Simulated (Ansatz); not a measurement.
Wanted: the native input for an Ansatz 0.2.0 run.

* Task: single point
* Functional: PBE
* Potentials or basis: Ansatz PAW
* Cutoff: 420 eV (not typed: the program's choice for these potentials)
* k mesh: 7 × 7 × 7
* Occupations: gaussian, width 0.02 eV
* Spin: no spin polarisation

Crystal: PbS.

```
CELL_PARAMETERS angstrom
3.65366 0.00000 0.00000
0.00000 3.65366 0.00000
0.00000 0.00000 3.65366
ATOMIC_POSITIONS crystal
Pb 0.00000 0.00000 0.00000
S 0.50000 0.50000 0.50000
```

Measurements of this composition are mostly on another form, of space group No. 225.

These files were run (other wordings do the same):

input.yaml

```yaml
crystal:
  lattice:
    - [3.653659, 0.0, 0.0]
    - [0.0, 3.653659, 0.0]
    - [0.0, 0.0, 3.653659]
  atoms:
    - { symbol: Pb, position: [0.0, 0.0, 0.0] }
    - { symbol: S, position: [0.5, 0.5, 0.5] }
hamiltonian:
  xc: pbe
  pseudopotentials: { kind: paw }
kpoints:
  mp_grid: { grid: [7, 7, 7] }
scf:
  occupations: { method: gaussian, width: 0.02 }
output:
  forces: true
  stress: true
  eigenvalues: true
  write_density: true
  write_potential: true
  elf: true
  volumetric_format: npy
```

Potentials or basis: Ansatz PAW.

Launch:

```sh
$ ansatz run input.yaml --threads 2 --pin off --max-ram 5632MiB --backend cpu --events-out ev --progress --plain --runs-dir out
```

Results of the run:

| Property | Result |
| --- | --- |
| Pressure | 0.3 GPa |
| Band gap on the k mesh | 0.10 eV, indirect (least direct gap 1.43 eV) |

Caveat: odd divisions of the mesh miss points on the zone boundary, where band edges often lie, so the gap on the mesh can be too wide; spin-orbit coupling is left out, which as a rule narrows the gap of such compounds by several tenths of an eV.

Run time: 1.1 s on 2 threads of Arm Neoverse V1, on a shared host, peak memory 0.27 GiB.
